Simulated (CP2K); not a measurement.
Crystal: TiO.

```
Ti O
1.0
     3.00939    0.00000    0.00000
     0.00000    3.00939    0.00000
     0.00000    0.00000    3.68042
Ti O
1 1
Direct
  0.00000 0.00000 0.00000
  0.00000 0.00000 0.50000
```

The cell was built by a generator and needn't be a form met in nature.

Base run:

| Quantity | Value |
| --- | --- |
| Program | CP2K 2026.2 |
| Functional | vdW-DF2 |
| Potentials or basis | POTENTIAL_UZH Ti GTH-PBE-q12, O GTH-PBE-q6; TZVP-MOLOPT-PBE-GTH basis |
| Density cutoff | 11565 eV |
| k mesh | 9 × 9 × 7 |
| Occupations | fermi-dirac, width 0.05 eV |
| Spin | no spin polarisation |

Its results: band gap on the k mesh none (metal or under the smearing width); pressure 5.6 GPa.

**Question.** The run is repeated on the same cell with these changes: functional from vdW-DF2 to PBEsol. What comes out?

**Answer.** Band gap on the k mesh none (metal or under the smearing width); pressure -2.7 GPa.

Caveats: the potentials were made for another functional, which shifts forces and pressure; the basis of atomic orbitals isn't converged, which shifts pressures, moduli and gaps; semilocal functionals often make such compounds metallic where correlation or magnetic order opens a gap, which also shifts bond lengths.

Not every run made on this cell is shown here.
